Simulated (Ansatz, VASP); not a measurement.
One calculation of GaCo, two programs

```
CELL_PARAMETERS angstrom
2.99842 0.00000 0.00000
0.00000 2.99842 0.00000
0.00000 0.00000 2.99842
ATOMIC_POSITIONS crystal
Ga 0.50000 0.50000 0.50000
Co 0.00000 0.00000 0.00000
```

Change from the starting cell: strain +0.040 along x and y, +0.040 along z, atoms carried along.

Alike in both runs: task single point; functional PBEsol; k mesh 16 × 16 × 16; occupations gaussian, width 0.15 eV; no spin polarisation.

```csv
,VASP,Ansatz
version,VASP 6.6.1,Ansatz 0.2.0
potentials or method,"VASP PAW PBE potentials, release 64 (Ga_d, Co)","scalar-relativistic, plane waves, PAW"
plane-wave cutoff (eV),520,420
valence electrons in the cell,22,30
```

Ansatz gave:

- gap on the k mesh at the Fermi level (eV): none
- pressure (GPa): -22.2

**Question.** Estimate VASP's values.

**Answer.** gap on the k mesh at the Fermi level (eV): none; pressure (GPa): -22.0.

A gap of «none» marks a metal or a gap that the smearing closes. With one functional, cell and mesh, what is left measures potentials, basis and numerics. The two sets of potentials don't hold the same shells in valence.

Caveats: so large a pressure means that the cell lies far from this level's equilibrium, or that cutoff or potentials fall short (VASP); the potentials were made for another functional, which shifts forces and pressure (VASP). Spin polarisation is off, so any magnetic state and its effect on volume and gap are missing.
